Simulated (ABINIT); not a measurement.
Here is an ABINIT 10.8.3 (patched build) calculation.

Contents of run.abi:

```
pp_dirpath "./"
pseudos "Ta.LDA_PW-JTH.xml, N.LDA_PW-JTH.xml"

acell 3*1.0 Angstrom
rprim
     0.0000000000     2.2113230000     2.2113230000
     2.2113230000     0.0000000000     2.2113230000
     2.2113230000     2.2113230000     0.0000000000
ntypat 2
znucl 73 7
natom 2
typat 1 2
xred
     0.5000000000     0.5000000000     0.5000000000
     0.0000000000     0.0000000000     0.0000000000

ecut 680.284656 eV
pawecutdg 47.0

kptopt 1
ngkpt 13 13 13
nshiftk 1
shiftk 0.0 0.0 0.0

ixc 7

nband 13
occopt 3
tsmear 0.00183747

nstep 100
tolvrs 1.0e-9

iomode 3
prtwf 0
prtden 0
prteig 0
prtebands 0
enunit 2
```

Potentials or basis: JTH PAW LDA v2.0.

Launch:

```console
$ abinit run.abi > log 2>&1
```

(1) Estimate the band gap on the k mesh.

Answers

(1) none (metal or under the smearing width).

Caveat: the highest band is partly filled, so the run has too few bands.
